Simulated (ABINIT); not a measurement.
The system is CuAu.

```
CELL_PARAMETERS angstrom
2.81075 0.00000 0.00000
0.00000 2.81075 0.00000
0.00000 0.00000 3.68500
ATOMIC_POSITIONS crystal
Au 0.00000 0.00000 0.00000
Cu 0.50000 0.50000 0.50000
```

Base run:

- Program: ABINIT 10.8.3 (patched build)
- Functional: PBE
- Potentials or basis: JTH PAW PBE v2.0
- Cutoff: 844 eV
- k mesh: 9 × 9 × 7
- Occupations: fermi-dirac, width 0.05 eV
- Spin: no spin polarisation

Its results: band gap on the k mesh none (metal or under the smearing width); pressure 4.5 GPa.

Q: After a change of settings the same cell gave: band gap on the k mesh none (metal or under the smearing width); pressure 14.8 GPa. Which change was it?
A. functional from PBE to LDA
B. functional from PBE to AM05
C. functional from PBE to r2SCAN
D. functional from PBE to BLYP

A: D.

BLYP binds less tightly than PBE, so the same cell stands under more pressure.

Caveats: spin-orbit coupling is left out, which moves the levels of the heavy elements; the PAW data sets were made with another functional, which shifts forces and pressure a little (some runs).
